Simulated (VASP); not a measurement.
# Li (P1) in VASP: notebook, part 2 of 2

VASP 6.6.1. Earlier steps stand in the parts before.

### Step 3. Single point, PBE

INCAR

```
PREC = Accurate
ENCUT = 520
EDIFF = 1E-7
ISMEAR = -1
SIGMA = 0.16
LREAL = Auto
LASPH = T
NELM = 60
ALGO = Fast
ISIF = 2
LWAVE = F
LCHARG = T
GGA = PE
LELF = T
LVHAR = T
NBANDS = 38
```

KPOINTS

```
regular mesh
0
Gamma
  2 2 2
```

POSCAR

```
Li
1.0
    7.0944470000      0.0000000000      0.0000000000
    0.0000000000      7.0944470000      0.0000000000
    0.0000000000      0.0000000000      7.0944470000
Li
16
Direct
   -0.0408911364      0.0006342989     -0.0306436851
    0.5086372483     -0.0863633205      0.0653468833
    0.0244134603      0.3996506000      0.0011417380
   -0.0004651525      0.0595536199      0.5688392626
    0.2203131548      0.1102129595      0.2794439087
    0.6024430093      0.4771760223     -0.0055818304
    0.5020546351     -0.0529428157      0.4820671717
    0.7480639435      0.2578213637      0.2099247482
    0.0597650529      0.4404853542      0.5402535250
    0.3094673905      0.6718916922      0.2632199522
    0.3632136515      0.1430978341      0.7796661248
    0.5092715472      0.3474125608      0.4568502661
    0.9435266766      0.7297820394      0.2856741336
    0.7898149073      0.2469678045      0.7488532933
    0.3000233845      0.7200561228      0.7541673086
    0.7746058290      0.7038462617      0.7911257918
```

Potentials or basis: VASP PAW PBE potentials, release 64 (Li_sv).

Started as:

```sh
> cat potpaw_PBE.64/Li_sv/POTCAR > POTCAR
> mpirun -np 1 vasp_std > vasp.out
```

OUTCAR:

```text
PREC = Accurate
   ENCUT = 520
   EDIFF = 1E-7
   ISMEAR = -1
   LREAL = Auto
   LASPH = T
   NELM = 60
   ISIF = 2
   GGA = PE

 ion  position               nearest neighbor table
   1  0.959  0.001  0.969-
   2  0.509  0.914  0.065-
   3  0.024  0.400  0.001-
   4  1.000  0.060  0.569-  14 2.37
   5  0.220  0.110  0.279-
   6  0.602  0.477  0.994-   8 2.41  16 2.48
   7  0.502  0.947  0.482-
   8  0.748  0.258  0.210-   6 2.41  12 2.52
[... 530 lines left out ...]
  -------------------------------------------------------------------------------------
  Total       -1.0082449      0.4386631      0.9959714     -0.2018679     -1.0191054     -1.9932105
  in kB       -4.5239833      1.9682764      4.4689121     -0.9057788     -4.5727140     -8.9435121
  external PRESSURE =       0.6377350 kB  Pullay stress =       0.0000000 kB

 VOLUME and BASIS-vectors are now :
 -----------------------------------------------------------------------------
  energy-cutoff  :      520.00
  volume of cell :      357.07
      direct lattice vectors                 reciprocal lattice vectors
     7.094447000  0.000000000  0.000000000     0.140955313  0.000000000  0.000000000
     0.000000000  7.094447000  0.000000000     0.000000000  0.140955313  0.000000000
     0.000000000  0.000000000  7.094447000     0.000000000  0.000000000  0.140955313

 POSITION                                       TOTAL-FORCE (eV/Angst)
 -----------------------------------------------------------------------------------
      6.80435      0.00450      6.87705         0.276038     -0.266258      0.213189
      3.60850      6.48175      0.46360         0.459843      0.262806     -0.158373
      0.17320      2.83530      0.00810         0.596590      0.314197     -0.022357
      7.09115      0.42250      4.03560         0.219522     -0.692342     -0.280529
      1.56300      0.78190      1.98250        -0.013629      0.287201     -0.341182
      4.27400      3.38530      7.05485        -0.706974      0.111900      0.068480
[... 8 lines left out ...]
      2.12850      5.10840      5.35040        -0.249551     -0.116236      0.045906
      5.49540      4.99340      5.61260         0.140428      0.197070     -0.514202
 -----------------------------------------------------------------------------------
    total drift:                               -0.000876     -0.005017     -0.004329

  FREE ENERGIE OF THE ION-ELECTRON SYSTEM (eV)
  ---------------------------------------------------
  free  energy   TOTEN  =       -28.3649005201 eV

  energy  without entropy=      -27.6031001463  energy(sigma->0) =      -27.98400033
```

OSZICAR:

```text
N       E                     dE             d eps       ncg     rms          rms(c)
DAV:   1     0.269284148580E+03    0.26928E+03   -0.20711E+04   624   0.123E+03
DAV:   2     0.451822813332E+02   -0.22410E+03   -0.20992E+03   616   0.330E+02
DAV:   3    -0.125000319542E+02   -0.57682E+02   -0.55901E+02  1126   0.820E+01
DAV:   4    -0.257785569169E+02   -0.13279E+02   -0.13007E+02  1032   0.658E+01
[... 37 lines left out ...]
RMM:  42    -0.283648997643E+02   -0.30286E-06   -0.11312E-06   634   0.255E-03    0.118E-03
RMM:  43    -0.283649000971E+02   -0.33280E-06   -0.82954E-07   607   0.219E-03    0.143E-03
RMM:  44    -0.283649002803E+02   -0.18321E-06   -0.83972E-07   641   0.217E-03    0.162E-03
RMM:  45    -0.283649004244E+02   -0.14406E-06   -0.71823E-07   616   0.202E-03    0.175E-03
RMM:  46    -0.283649005201E+02   -0.95682E-07   -0.55453E-07   549   0.188E-03
   1 F= -.28364901E+02 E0= -.27984000E+02  d E =-.761800E+00
```

stdout:

```text
POSCAR found type information on POSCAR Li
 POSCAR found :  1 types and      16 ions
 scaLAPACK will be used
[... 30 lines left out ...]
 num prob  num prob  num prob  num prob WARNING in EDDRMM: call to ZHEGV failed, returncode =   8  4     34
 num prob  num prob  num prob  num prob RMM:  44    -0.283649002803E+02   -0.18321E-06   -0.83972E-07   641   0.217E-03    0.162E-03
 num prob  num prob  num prob  num prob  num prob  num prob  num prob  num prob  num prob  num prob  num prob RMM:  45    -0.283649004244E+02   -0.14406E-06   -0.71823E-07   616   0.202E-03    0.175E-03
 num prob  num prob  num prob  num prob  num prob  num prob WARNING in EDDRMM: call to ZHEGV failed, returncode =   8  4     33
 num prob  num prob  num prob  num prob  num prob  num prob  num prob RMM:  46    -0.283649005201E+02   -0.95682E-07   -0.55453E-07   549   0.188E-03
```

It took 10 min on 1 thread of Intel Xeon Platinum 8259CL at 2.50GHz (Skylake/Cascade Lake), shared host; peak memory 0.42 GiB.

Results:

```yaml
Free_energy: -28.3649 eV
Largest_force: 0.858 eV/Å
Band_gap_on_the_k_mesh: none (metal or under the smearing width)
```

Forces on the atoms (eV/Å):
```
Li   0.276 -0.266  0.213
Li   0.460  0.263 -0.158
Li   0.597  0.314 -0.022
Li   0.220 -0.692 -0.281
Li  -0.014  0.287 -0.341
Li  -0.707  0.112  0.068
Li   0.577 -0.203  0.089
Li   0.401 -0.640  0.407
Li   0.108  0.031 -0.028
Li   0.021 -0.328 -0.032
Li  -0.251  0.347  0.263
Li  -0.191  0.488  0.300
Li  -0.623  0.092 -0.042
Li  -0.764  0.114  0.032
Li  -0.250 -0.116  0.046
Li   0.140  0.197 -0.514
```

Caveat: the k mesh is coarse (spacing up to 0.44 Å⁻¹), so the values aren't converged; the cutoff is under 1.25 times the usual one of these potentials, so pressure, stress and relaxed cells hold a basis-set (Pulay) error.

### Step 4. Single point, PBE

INCAR

```
SYSTEM = Li
ALGO = Normal
EDIFF = 1E-6
ENCUT = 520
GGA = PE
ISIF = 2
ISMEAR = -1
LASPH = .True.
LCHARG = .False.
LREAL = Auto
LWAVE = .False.
NBANDS = 38
NELM = 100
PREC = Accurate
SIGMA = 0.16
```

KPOINTS

```
k-points
0
Gamma
  2 2 2
  0 0 0
```

POSCAR

```
Li
1.0
    7.0944470000      0.0000000000      0.0000000000
    0.0000000000      7.0944470000      0.0000000000
    0.0000000000      0.0000000000      7.0944470000
Li
16
Direct
    0.0475442272     -0.0928754560     -0.0439921533
    0.5918149787     -0.0585105506     -0.0393547235
   -0.0439780578      0.4897915229      0.0259075866
    0.1020798379     -0.0069209059      0.4888471223
    0.2668425037      0.1702458275      0.1824525576
    0.6274484819      0.5680640084      0.0784134408
    0.4590914556     -0.1379247741      0.3701345574
    0.7594108463      0.1879780059      0.2908753846
    0.0761299647      0.4158181744      0.6682268540
    0.2083178576      0.5955361989      0.2158589669
    0.3291729433      0.2426404764      0.7504178973
    0.5546873491      0.4558212923      0.5142613653
    0.8694687549      0.7523489851      0.2711980229
    0.7203803200      0.0985277640      0.5998494315
    0.3356005056      0.7538994935      0.7804413790
    0.7817945500      0.7054108657      0.6383725187
```

Started as:

```sh
> cat potpaw_PBE.64/Li_sv/POTCAR > POTCAR
> mpirun -np 1 vasp_std > vasp.out
```

It took 2.4 min on 1 thread of Intel Xeon Platinum 8259CL at 2.50GHz (Skylake/Cascade Lake), shared host; peak memory 0.37 GiB.

It converged, with:

```yaml
Free_energy: -27.8829 eV
Largest_force: 1.095 eV/Å
Band_gap_on_the_k_mesh: none (metal or under the smearing width)
```

Forces in eV/Å, atoms in the order of the input:
```
Li  -0.283  0.237 -0.047
Li   0.221  0.270  0.250
Li   0.044 -0.660 -0.658
Li  -0.052 -0.092  0.222
Li   0.129  0.218 -0.069
Li  -0.878 -0.282 -0.236
Li   0.247  0.037  0.101
Li   0.280  0.204 -0.859
Li  -0.738  0.433 -0.684
Li   0.673  0.102  0.412
Li   0.726 -0.602  0.461
Li  -0.307  0.074 -0.309
Li  -0.177  0.461  0.399
Li  -0.052 -0.181  0.870
Li  -0.050 -0.386 -0.262
Li   0.217  0.166  0.410
```

Levels at points of the mesh, in eV from the Fermi level:
```tsv
k point	band 21	band 22	band 23	band 24	band 25	band 26
(0.00, 0.00, 0.00)	-0.94	-0.90	-0.75	0.25	0.43	0.60
(0.50, 0.00, 0.00)	-0.57	-0.53	-0.46	-0.35	-0.23	-0.14
(0.00, 0.50, 0.00)	-0.55	-0.52	-0.46	-0.38	-0.11	-0.05
(0.00, 0.00, 0.50)	-0.55	-0.51	-0.45	-0.38	-0.26	-0.20
(0.50, 0.50, 0.00)	-0.27	-0.16	-0.06	0.07	0.16	0.30
(0.00, 0.50, 0.50)	-0.29	-0.14	-0.10	0.10	0.15	0.29
(0.50, 0.00, 0.50)	-0.36	-0.15	-0.04	0.06	0.18	0.37
(0.50, 0.50, 0.50)	-1.54	-1.46	-1.40	-1.26	1.71	1.93
```

Caveat: the k mesh is coarse (spacing up to 0.44 Å⁻¹), so the values aren't converged; the cutoff is under 1.25 times the usual one of these potentials, so pressure, stress and relaxed cells hold a basis-set (Pulay) error; forces of over 1 eV/Å show positions far from the minimum, so gaps and moduli don't describe the material at rest.
